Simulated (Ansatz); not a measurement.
# Al(100) film, 3 layers, adrow O: surface scattering

Aim: how much of the in-plane current does the surface defect in Al(100) film, 3 layers, adrow O reflect?

Method: Ansatz plane-wave DFT, PBE, PAW files; relaxation of the atoms about the surface defect; PAW set soft_1, in the first sound run; inputs show where later runs differ, in Ansatz 0.2.0.

## 1. Set-up

The cell holds 40 atoms: 39 Al and 1 O. Its edges and angles: a = 17.072 Å, b = 2.862 Å, c = 37.211 Å, α = 90.0°, β = 90.0°, γ = 90.0°. It derives from Al. Vacuum lies along a. The structure's axis is c.

## 2. Relaxing about the defect

The neighbours of the defect are let go while the lead's layers stay on their sites, since a lead must repeat to 0.01 Å.

Contents of input.yaml:

```yaml
crystal:
  lattice:
    - [17.071955, 0.0, 0.0]
    - [0.0, 2.862347037, 0.0]
    - [0.0, 0.0, 37.2105114815]
  atoms:
    - { symbol: Al, position: [0.2635901981, 0.0, 0.0] }
    - { symbol: Al, position: [0.382146333, 0.5, 0.0384615385] }
    - { symbol: Al, position: [0.5007024679, 0.0, 0.0] }
    - { symbol: Al, position: [0.2635901981, 0.0, 0.0769230769] }
    - { symbol: Al, position: [0.382146333, 0.5, 0.1153846154] }
    - { symbol: Al, position: [0.5007024679, 0.0, 0.0769230769] }
    - { symbol: Al, position: [0.2635901981, 0.0, 0.1538461538] }
    - { symbol: Al, position: [0.382146333, 0.5, 0.1923076923] }
    - { symbol: Al, position: [0.5007024679, 0.0, 0.1538461538] }
    - { symbol: Al, position: [0.2635901981, 0.0, 0.2307692308] }
    - { symbol: Al, position: [0.382146333, 0.5, 0.2692307692] }
    - { symbol: Al, position: [0.5007024679, 0.0, 0.2307692308] }
    - { symbol: Al, position: [0.2635901981, 0.0, 0.3076923077] }
    - { symbol: Al, position: [0.382146333, 0.5, 0.3461538462] }
    - { symbol: Al, position: [0.5007024679, 0.0, 0.3076923077] }
    - { symbol: Al, position: [0.2635901981, 0.0, 0.3846153846] }
    - { symbol: Al, position: [0.382146333, 0.5, 0.4230769231] }
    - { symbol: Al, position: [0.5007024679, 0.0, 0.3846153846] }
    - { symbol: Al, position: [0.2635901981, 0.0, 0.4615384615] }
    - { symbol: Al, position: [0.382146333, 0.5, 0.5] }
    - { symbol: Al, position: [0.5007024679, 0.0, 0.4615384615] }
    - { symbol: Al, position: [0.2635901981, 0.0, 0.5384615385] }
    - { symbol: Al, position: [0.382146333, 0.5, 0.5769230769] }
    - { symbol: Al, position: [0.5007024679, 0.0, 0.5384615385] }
    - { symbol: Al, position: [0.2635901981, 0.0, 0.6153846154] }
    - { symbol: Al, position: [0.382146333, 0.5, 0.6538461538] }
    - { symbol: Al, position: [0.5007024679, 0.0, 0.6153846154] }
    - { symbol: Al, position: [0.2635901981, 0.0, 0.6923076923] }
    - { symbol: Al, position: [0.382146333, 0.5, 0.7307692308] }
    - { symbol: Al, position: [0.5007024679, 0.0, 0.6923076923] }
    - { symbol: Al, position: [0.2635901981, 0.0, 0.7692307692] }
    - { symbol: Al, position: [0.382146333, 0.5, 0.8076923077] }
    - { symbol: Al, position: [0.5007024679, 0.0, 0.7692307692] }
    - { symbol: Al, position: [0.2635901981, 0.0, 0.8461538462] }
    - { symbol: Al, position: [0.382146333, 0.5, 0.8846153846] }
    - { symbol: Al, position: [0.5007024679, 0.0, 0.8461538462] }
    - { symbol: Al, position: [0.2635901981, 0.0, 0.9230769231] }
    - { symbol: Al, position: [0.382146333, 0.5, 0.9615384615] }
    - { symbol: Al, position: [0.5007024679, 0.0, 0.9230769231] }
    - { symbol: O, position: [0.5450869934, 0.5, 0.5] }
kpoints:
  mp_grid: { grid: [1, 8, 1] }
hamiltonian:
  xc: pbe
  pseudopotentials: { kind: paw, azcp: { folder: soft_1 } }
scf:
  occupations: { method: fermi_dirac, width: 0.1 }
relax:
  f_tol: 0.03
  max_steps: 40
  constraints:
    - { sites: [0, 1, 2, 3, 4, 5, 6, 7, 8, 9, 10, 11, 12, 14, 15, 18, 21, 24, 27, 28, 29, 30, 31, 32, 33, 34, 35, 36, 37, 38] }
```

Run with:

```bash
> ansatz run input.yaml --threads 8 --pin off --max-ram 15360MiB --backend cpu --events-out ev --progress --plain --runs-dir out
```

Numbers of over 12 decimals in the logs are rounded to 6 here.

Log:

```text
Engine: ansatz 0.2.0, x86_64-unknown-linux-gnu
Pseudopotentials: kind: paw
Pseudopotential: Al, paw, valence charge 3, recommended cutoff 420 eV (normal), soft_1/Al.paw.azcp
Pseudopotential: O, paw, valence charge 6, recommended cutoff 420 eV (normal), soft_1/O.paw.azcp
Functional definition: PBE
  parameter kappa = 0.804
  parameter beta = 0.066725
  exchange = pbe_x(kappa = kappa, mu = beta*pi^2/3)
  correlation = pbe_c(beta = beta)
Crystal: 40 atoms, lattice volume = 1818.324 Å³
Basis set: ecut = 420 eV, 35521 PW (Γ), exchange–correlation on 240×40×500 points (8 copies of the dense FFT grid, shifted against one another)
Bands: 102, of which v1, the nominal top of the filled ones, is band 62 counted from 1 (61 counted from 0)
Symmetry: 4 space group operations
Space group: Pmm2 (ITA 25), of the structure as read, at distance tolerance 1.2e-4 Å
k-points: 5 of 8
Non-local potential: Al, projectors of the file, l = 0: 2, l = 1: 2, l = 2: 1
Non-local potential: O, projectors of the file, l = 0: 2, l = 1: 2, l = 2: 1
PAW form: soft (Blöchl's): semilocal exchange-correlation on the pseudo side does not see the compensation charge
PAW one-centre angular grid: Al, 110 points (default); XC on 64 Gauss nodes
PAW one-centre angular grid: O, 110 points (default); XC on 64 Gauss nodes
Initial density: superposition of atomic densities (neutral atoms: chi_scale 0, normalization atom)
Initial wavefunctions: pseudopotential atomic-orbital guess
Functional: x = pbe(κ = 0.804, μ = 0.219515), c = pbe(β = 0.066725)
SCF iter   1: F=—  HF=-21525.833844 eV  |F-HF|=—  |Δ(HF+E_count)|=         —  Δρ=2.47e-2  dr2=4.48e1  ethr=3.10e-3  ⟨swp⟩=7.8  Hψ=2852  notcnv=0  defer=23
preconditioner: auto → LDOS  [metal: Δε(μ)=0.043 eV  Ē_g=6.403 eV  σ=0.100 eV  W_gap=0.11  n_scr=152 (ndim 8)  ℏωp=9.6 eV  f_vac=0.446  D(μ)=17.34/eV (n_scr^D=88)  β→1.0]
SCF iter   2: F=—  HF=-21518.324589 eV  |F-HF|=—  |Δ(HF+E_count)|=    7.51e0  Δρ=1.67e-2  dr2=7.83e0  ethr=3.10e-3  ⟨swp⟩=4.4  Hψ=1507  notcnv=0  defer=40
SCF iter   3: F=—  HF=-21517.593588 eV  |F-HF|=—  |Δ(HF+E_count)|=   7.31e-1  Δρ=2.69e-3  dr2=2.85e-1  ethr=3.10e-3  ⟨swp⟩=3.8  Hψ=1122  notcnv=0  defer=31
SCF iter   4: F=—  HF=-21517.563015 eV  |F-HF|=—  |Δ(HF+E_count)|=   3.06e-2  Δρ=8.67e-4  dr2=1.99e-2  ethr=2.31e-4  ⟨swp⟩=2.6  Hψ=942  notcnv=0  defer=31
SCF iter   5: F=—  HF=-21517.560989 eV  |F-HF|=—  |Δ(HF+E_count)|=   2.03e-3  Δρ=1.81e-4  dr2=2.15e-3  ethr=1.61e-5  ⟨swp⟩=2.2  Hψ=838  notcnv=0  defer=31
SCF iter   6: F=—  HF=-21517.560947 eV  |F-HF|=—  |Δ(HF+E_count)|=   4.24e-5  Δρ=4.84e-5  dr2=8.97e-5  ethr=1.75e-6  ⟨swp⟩=2.0  Hψ=791  notcnv=0  defer=31
SCF iter   7: F=-21517.560967 eV  HF=-21517.560966 eV  |F-HF|=9.81e-7  |Δ(HF+E_count)|=   1.91e-5  Δρ=1.08e-5  dr2=5.35e-6  ethr=1.83e-8  ⟨swp⟩=5.2  Hψ=1755  notcnv=0
SCF 1 converged in 7 iterations: F = -21517.560967 eV  dr2 = 5.35e-6
  greatest PAW one-centre occupation: 0.869 electrons in one spin orbital (limit 2), on the O atom at site 39 (counted from 0), in its partial waves of l = 0
relax step   1: F+E_penalty+E_count = -21517.56096668 eV  Δ(F+E_penalty+E_count) = +0.000e0 eV  max|allowed force component| = 9.860e-1 eV/Å  Δτ_max = 0.0000 Å  (7 SCF iters, dr2 threshold 2.25e-5 eV, accepted)
Initial density: handed on by an earlier stage of this run
Initial wavefunctions: those handed on with the density
iter 1 solved again at ethr=9.82e-4 eV; its pass at ethr=3.10e-3 eV (dr2=1.21e0 eV) is discarded
SCF iter   1: F=—  HF=-21517.820800 eV  |F-HF|=—  |Δ(HF+E_count)|=         —  Δρ=2.06e-3  dr2=7.88e-1  ethr=9.82e-4  ⟨swp⟩=1.6  Hψ=1858  notcnv=0  defer=30
preconditioner: auto → LDOS  [metal: Δε(μ)=0.065 eV  Ē_g=6.095 eV  σ=0.100 eV  W_gap=0.16  n_scr=152 (ndim 8)  ℏωp=9.6 eV  f_vac=0.468  D(μ)=19.85/eV (n_scr^D=102)  β→1.0]
SCF iter   2: F=—  HF=-21517.785467 eV  |F-HF|=—  |Δ(HF+E_count)|=   3.53e-2  Δρ=8.67e-4  dr2=4.55e-2  ethr=6.41e-4  ⟨swp⟩=1.8  Hψ=530  notcnv=0  defer=30
SCF iter   3: F=—  HF=-21517.781723 eV  |F-HF|=—  |Δ(HF+E_count)|=   3.74e-3  Δρ=2.78e-4  dr2=2.92e-3  ethr=3.70e-5  ⟨swp⟩=2.2  Hψ=871  notcnv=0  defer=30
SCF iter   4: F=—  HF=-21517.781439 eV  |F-HF|=—  |Δ(HF+E_count)|=   2.84e-4  Δρ=5.08e-5  dr2=9.40e-5  ethr=2.37e-6  ⟨swp⟩=2.2  Hψ=818  notcnv=0  defer=30
SCF iter   5: F=-21517.781465 eV  HF=-21517.781464 eV  |F-HF|=1.28e-6  |Δ(HF+E_count)|=   2.51e-5  Δρ=1.19e-5  dr2=3.25e-6  ethr=4.94e-8  ⟨swp⟩=5.0  Hψ=1724  notcnv=0
SCF 2 converged in 5 iterations: F = -21517.781465 eV  dr2 = 3.25e-6
  greatest PAW one-centre occupation: 0.868 electrons in one spin orbital (limit 2), on the O atom at site 39 (counted from 0), in its partial waves of l = 0
relax step   2: F+E_penalty+E_count = -21517.78146518 eV  Δ(F+E_penalty+E_count) = -2.205e-1 eV  max|allowed force component| = 4.726e-1 eV/Å  Δτ_max = 0.1539 Å  (5 SCF iters, dr2 threshold 6.08e-5 eV, accepted)
SCF iter   1: F=—  HF=-21517.848555 eV  |F-HF|=—  |Δ(HF+E_count)|=         —  Δρ=1.36e-3  dr2=5.15e-1  ethr=3.07e-3  ⟨swp⟩=3.4  Hψ=1188  notcnv=0  defer=30
preconditioner: auto → LDOS  [metal: Δε(μ)=0.052 eV  Ē_g=6.106 eV  σ=0.100 eV  W_gap=0.13  n_scr=152 (ndim 8)  ℏωp=9.6 eV  f_vac=0.467  D(μ)=19.82/eV (n_scr^D=102)  β→1.0]
SCF iter   2: F=—  HF=-21517.831359 eV  |F-HF|=—  |Δ(HF+E_count)|=   1.72e-2  Δρ=6.11e-4  dr2=6.88e-2  ethr=4.19e-4  ⟨swp⟩=1.2  Hψ=691  notcnv=0  defer=30
SCF iter   3: F=—  HF=-21517.829220 eV  |F-HF|=—  |Δ(HF+E_count)|=   2.14e-3  Δρ=1.71e-4  dr2=1.55e-3  ethr=5.60e-5  ⟨swp⟩=2.0  Hψ=524  notcnv=0  defer=30
SCF iter   4: F=—  HF=-21517.828728 eV  |F-HF|=—  |Δ(HF+E_count)|=   4.92e-4  Δρ=8.46e-5  dr2=2.30e-4  ethr=1.26e-6  ⟨swp⟩=2.8  Hψ=827  notcnv=0  defer=30
SCF iter   5: F=-21517.828709 eV  HF=-21517.828711 eV  |F-HF|=2.02e-6  |Δ(HF+E_count)|=   1.73e-5  Δρ=7.85e-6  dr2=4.81e-6  ethr=1.14e-8  ⟨swp⟩=4.0  Hψ=2107  notcnv=0
SCF 3 converged in 5 iterations: F = -21517.828709 eV  dr2 = 4.81e-6
relax step   3: F+E_penalty+E_count = -21517.82870858 eV  Δ(F+E_penalty+E_count) = -4.724e-2 eV  max|allowed force component| = 1.212e-1 eV/Å  Δτ_max = 0.1070 Å  (5 SCF iters, dr2 threshold 1.40e-5 eV, accepted)
[...]
relax step   4: F+E_penalty+E_count = -21517.82987288 eV  Δ(F+E_penalty+E_count) = -1.164e-3 eV  max|allowed force component| = 5.229e-2 eV/Å  Δτ_max = 0.0252 Å  (5 SCF iters, dr2 threshold 9.66e-7 eV, accepted)
[...]
relax step   5: F+E_penalty+E_count = -21517.83032196 eV  Δ(F+E_penalty+E_count) = -4.491e-4 eV  max|allowed force component| = 3.148e-2 eV/Å  Δτ_max = 0.0145 Å  (6 SCF iters, accepted)
SCF iter   1: F=—  HF=-21517.830780 eV  |F-HF|=—  |Δ(HF+E_count)|=         —  Δρ=7.52e-5  dr2=4.74e-4  ethr=3.58e-6  ⟨swp⟩=2.0  Hψ=947  notcnv=0  defer=30
preconditioner: auto → LDOS  [metal: Δε(μ)=0.066 eV  Ē_g=6.104 eV  σ=0.100 eV  W_gap=0.16  n_scr=152 (ndim 8)  ℏωp=9.6 eV  f_vac=0.467  D(μ)=19.81/eV (n_scr^D=102)  β→1.0]
SCF iter   2: F=—  HF=-21517.830711 eV  |F-HF|=—  |Δ(HF+E_count)|=   6.94e-5  Δρ=4.35e-5  dr2=8.24e-5  ethr=3.85e-7  ⟨swp⟩=2.0  Hψ=869  notcnv=0  defer=30
SCF iter   3: F=—  HF=-21517.830501 eV  |F-HF|=—  |Δ(HF+E_count)|=   2.10e-4  Δρ=9.27e-6  dr2=6.89e-6  ethr=6.70e-8  ⟨swp⟩=2.0  Hψ=794  notcnv=0  defer=30
SCF iter   4: F=—  HF=-21517.830501 eV  |F-HF|=—  |Δ(HF+E_count)|=   5.58e-7  Δρ=2.26e-6  dr2=3.02e-7  ethr=5.60e-9  ⟨swp⟩=2.2  Hψ=802  notcnv=0  defer=30
SCF iter   5: F=-21517.830501 eV  HF=-21517.830501 eV  |F-HF|=2.43e-9  |Δ(HF+E_count)|=   5.05e-8  Δρ=5.27e-7  dr2=1.15e-8  ethr=8.13e-11  ⟨swp⟩=4.6  Hψ=1613  notcnv=0
SCF 6 converged in 5 iterations: F = -21517.830501 eV  dr2 = 1.15e-8
relax step   6: F+E_penalty+E_count = -21517.83050074 eV  Δ(F+E_penalty+E_count) = -1.788e-4 eV  max|allowed force component| = 1.538e-3 eV/Å  Δτ_max = 0.0051 Å  (5 SCF iters, accepted)
SCF converged after 5 iterations
Free energy (F): -21517.830501 eV
Harris-Foulkes:  -21517.830501 eV  (|F-HF|=2.43e-9)
Internal energy: -21517.168577 eV  (E = F + TS)
E sigma→0 (E₀):  -21517.499539 eV
Entropy (-TS):   -0.661923 eV (-16.548 meV/atom)
Fermi energy:    0.079822 eV
--- Per-component energies (eV) ---
  E_band       = -507.153641
  E_kinetic    = 979.764192
  E_local      = -15223.822243  (includes V_loc(G=0)·N_el)
  E_nonlocal   = 447.235916
  E_hartree    = 7321.284356
  E_xc         = -1501.926590
  E_vxc        = -1175.659640  (∫ρ·V_xc dr)
  E_paw        = -18466.391239  (= ΣΔE_a)
  E_vpaw       = -177.238336  (= ΣTr[D̂ρ^β])
  E_aug_tail   = 0.000674  (compensation charges beyond the density's cutoff)
  E_ewald      = 4926.686357
  E_smearing   = -0.661923  (= −TS)
  E_closure    = -0.000000  (closes the sum)
  Σ components = -21517.830501   (vs F -21517.830501, Δ=0.00e0)
--- Forces (eV/Å), atoms counted from 1 ---
  atom   1  Al    -0.05723313     0.00000000     0.00000000
  atom   2  Al    -0.02636563    -0.00000000    -0.01479405
  atom   3  Al     0.01913945     0.00000000     0.00000000
  atom   4  Al    -0.04473220     0.00000000    -0.00476234
  atom   5  Al    -0.01832738     0.00000000     0.00603235
  atom   6  Al     0.05437577     0.00000000     0.02872372
  atom   7  Al    -0.02534059     0.00000000    -0.00556449
  atom   8  Al     0.00692393     0.00000000     0.01153392
  atom   9  Al     0.09073297     0.00000000     0.01096351
  atom  10  Al    -0.05905825     0.00000000     0.05323390
  atom  11  Al    -0.01549301     0.00000000     0.00796813
  atom  12  Al     0.05240219     0.00000000    -0.00699396
  atom  13  Al     0.01924771     0.00000000     0.00991440
  atom  14  Al     0.00032912     0.00000000    -0.00064858
  atom  15  Al     0.07019233     0.00000000     0.04467748
  atom  16  Al     0.07603754     0.00000000     0.07056027
  atom  17  Al    -0.00137660     0.00000000     0.00076438
  atom  18  Al     0.00066093     0.00000000    -0.00153808
  atom  19  Al    -0.16103452     0.00000000    -0.17176075
  atom  20  Al     0.00097673     0.00000000     0.00000000
  atom  21  Al     0.00015566     0.00000000    -0.00018406
  atom  22  Al    -0.16103452     0.00000000     0.17176075
  atom  23  Al    -0.00137660     0.00000000    -0.00076438
  atom  24  Al     0.00015566     0.00000000     0.00018406
  atom  25  Al     0.07603754     0.00000000    -0.07056027
  atom  26  Al     0.00032912     0.00000000     0.00064858
  atom  27  Al     0.00066093     0.00000000     0.00153808
  atom  28  Al     0.01924771     0.00000000    -0.00991440
  atom  29  Al    -0.01549301     0.00000000    -0.00796813
  atom  30  Al     0.07019233     0.00000000    -0.04467748
  atom  31  Al    -0.05905825     0.00000000    -0.05323390
  atom  32  Al     0.00692393     0.00000000    -0.01153392
  atom  33  Al     0.05240219     0.00000000     0.00699396
  atom  34  Al    -0.02534059     0.00000000     0.00556449
  atom  35  Al    -0.01832738     0.00000000    -0.00603235
  atom  36  Al     0.09073297     0.00000000    -0.01096351
  atom  37  Al    -0.04473220     0.00000000     0.00476234
  atom  38  Al    -0.02636563    -0.00000000     0.01479405
  atom  39  Al     0.05437577     0.00000000    -0.02872372
  atom  40  O     -0.00150858     0.00000000     0.00000000
  max |Σ_I F_I| component: 3.44e-5 eV/Å
--- Relaxed structure (6 steps of the walk, 6 accepted, 0 SCFs on fresh bases) ---
  F+E_penalty+E_count = -21517.83050074 eV   max|allowed force component| = 1.538e-3 eV/Å
  atoms:
    - { symbol: Al, position: [0.2635901981, 0.0, 0.0] }
    - { symbol: Al, position: [0.382146333, 0.5, 0.038462] }
    - { symbol: Al, position: [0.5007024679, 0.0, 0.0] }
    - { symbol: Al, position: [0.2635901981, 0.0, 0.076923] }
    - { symbol: Al, position: [0.382146333, 0.5, 0.115385] }
    - { symbol: Al, position: [0.5007024679, 0.0, 0.076923] }
    - { symbol: Al, position: [0.2635901981, 0.0, 0.153846] }
    - { symbol: Al, position: [0.382146333, 0.5, 0.1923076923] }
    - { symbol: Al, position: [0.5007024679, 0.0, 0.153846] }
    - { symbol: Al, position: [0.2635901981, 0.0, 0.230769] }
    - { symbol: Al, position: [0.382146333, 0.5, 0.2692307692] }
    - { symbol: Al, position: [0.5007024679, 0.0, 0.230769] }
    - { symbol: Al, position: [0.2635901981, 0.0, 0.3076923077] }
    - { symbol: Al, position: [0.387077, 0.5, 0.347825] }
    - { symbol: Al, position: [0.5007024679, 0.0, 0.3076923077] }
    - { symbol: Al, position: [0.2635901981, 0.0, 0.3846153846] }
    - { symbol: Al, position: [0.386876, 0.5, 0.424632] }
    - { symbol: Al, position: [0.509592, 0, 0.389561] }
    - { symbol: Al, position: [0.2635901981, 0.0, 0.461538] }
    - { symbol: Al, position: [0.381229, 0.5, 0.5] }
    - { symbol: Al, position: [0.514419, 0, 0.463647] }
    - { symbol: Al, position: [0.2635901981, 0.0, 0.5384615385] }
    - { symbol: Al, position: [0.386876, 0.5, 0.575368] }
    - { symbol: Al, position: [0.514419, 0, 0.536353] }
    - { symbol: Al, position: [0.2635901981, 0.0, 0.6153846154] }
    - { symbol: Al, position: [0.387077, 0.5, 0.652175] }
    - { symbol: Al, position: [0.509592, 0.0, 0.610439] }
    - { symbol: Al, position: [0.2635901981, 0.0, 0.692308] }
    - { symbol: Al, position: [0.382146333, 0.5, 0.7307692308] }
    - { symbol: Al, position: [0.5007024679, 0.0, 0.692308] }
    - { symbol: Al, position: [0.2635901981, 0.0, 0.7692307692] }
    - { symbol: Al, position: [0.382146333, 0.5, 0.8076923077] }
    - { symbol: Al, position: [0.5007024679, 0.0, 0.7692307692] }
    - { symbol: Al, position: [0.2635901981, 0.0, 0.846154] }
    - { symbol: Al, position: [0.382146333, 0.5, 0.8846153846] }
    - { symbol: Al, position: [0.5007024679, 0.0, 0.846154] }
    - { symbol: Al, position: [0.2635901981, 0.0, 0.9230769231] }
    - { symbol: Al, position: [0.382146333, 0.5, 0.961538] }
    - { symbol: Al, position: [0.5007024679, 0.0, 0.9230769231] }
    - { symbol: O, position: [0.550389, 0.5, 0.5] }
```

Elapsed: 33 s, on 8 threads of Intel Xeon 6975P-C (Granite Rapids), shared host; peak memory 3.9 GiB.

This run has no spin polarisation although its electron count is odd.

The steps of the relaxation:

```tsv
step	energy less that of the first step (eV)	largest force component (eV/Å)
1	0.0000	0.9860
2	-0.2205	0.4726
3	-0.2677	0.1212
4	-0.2689	0.0523
5	-0.2694	0.0315
6	-0.2695	0.0015
```

Forces are held to the 4 operations that the run works with; a distortion that breaks them can't arise in this run.

The atoms that moved most (Å):

```tsv
atom	dx	dy	dz	length
Al24	0.234	0.000	-0.078	0.247
Al21	0.234	0.000	0.078	0.247
Al27	0.152	0.000	-0.184	0.239
Al18	0.152	0.000	0.184	0.239
Al26	0.084	0.000	-0.062	0.105
Al14	0.084	0.000	0.062	0.105
Al17	0.081	0.000	0.058	0.099
Al23	0.081	0.000	-0.058	0.099
```

Final coordinates:

```cif
data_structure
_symmetry_space_group_name_H-M 'P 1'
_symmetry_Int_Tables_number 1
_cell_length_a 17.0720
_cell_length_b 2.8623
_cell_length_c 37.2105
_cell_angle_alpha 90.000
_cell_angle_beta 90.000
_cell_angle_gamma 90.000
_cell_volume 1818.32
loop_
_atom_site_label
_atom_site_type_symbol
_atom_site_fract_x
_atom_site_fract_y
_atom_site_fract_z
_atom_site_occupancy
Al1 Al 0.26359 0.00000 0.00000 1
Al2 Al 0.38215 0.50000 0.03846 1
Al3 Al 0.50070 0.00000 0.00000 1
Al4 Al 0.26359 0.00000 0.07692 1
Al5 Al 0.38215 0.50000 0.11538 1
Al6 Al 0.50070 0.00000 0.07692 1
Al7 Al 0.26359 0.00000 0.15385 1
Al8 Al 0.38215 0.50000 0.19231 1
Al9 Al 0.50070 0.00000 0.15385 1
Al10 Al 0.26359 0.00000 0.23077 1
Al11 Al 0.38215 0.50000 0.26923 1
Al12 Al 0.50070 0.00000 0.23077 1
Al13 Al 0.26359 0.00000 0.30769 1
Al14 Al 0.38708 0.50000 0.34783 1
Al15 Al 0.50070 0.00000 0.30769 1
Al16 Al 0.26359 0.00000 0.38462 1
Al17 Al 0.38688 0.50000 0.42463 1
Al18 Al 0.50959 0.00000 0.38956 1
Al19 Al 0.26359 0.00000 0.46154 1
Al20 Al 0.38123 0.50000 0.50000 1
Al21 Al 0.51442 0.00000 0.46365 1
Al22 Al 0.26359 0.00000 0.53846 1
Al23 Al 0.38688 0.50000 0.57537 1
Al24 Al 0.51442 0.00000 0.53635 1
Al25 Al 0.26359 0.00000 0.61538 1
Al26 Al 0.38708 0.50000 0.65217 1
Al27 Al 0.50959 0.00000 0.61044 1
Al28 Al 0.26359 0.00000 0.69231 1
Al29 Al 0.38215 0.50000 0.73077 1
Al30 Al 0.50070 0.00000 0.69231 1
Al31 Al 0.26359 0.00000 0.76923 1
Al32 Al 0.38215 0.50000 0.80769 1
Al33 Al 0.50070 0.00000 0.76923 1
Al34 Al 0.26359 0.00000 0.84615 1
Al35 Al 0.38215 0.50000 0.88462 1
Al36 Al 0.50070 0.00000 0.84615 1
Al37 Al 0.26359 0.00000 0.92308 1
Al38 Al 0.38215 0.50000 0.96154 1
Al39 Al 0.50070 0.00000 0.92308 1
O40 O 0.55039 0.50000 0.50000 1
```

This step gave:

```yaml
free_energy: -21517.8305 eV
energy_at_zero_smearing: -21517.4995 eV
fermi_energy: 0.07982 eV
```

The largest force component on a free atom ends at 0.0015 eV/Å, under the tolerance of 0.03, after 6 steps.

(Part 1 of 2 ends here.)

[Logs are printed without paths, hosts, clocks, repeated set-up lines and the standing remarks that a program may print on its own settings, such as how far it seeks lower states.]

[Hosts, paths, dates, database ids (printed as entryN), source tags and the programs' standing remarks are cut or masked in the printed files.]
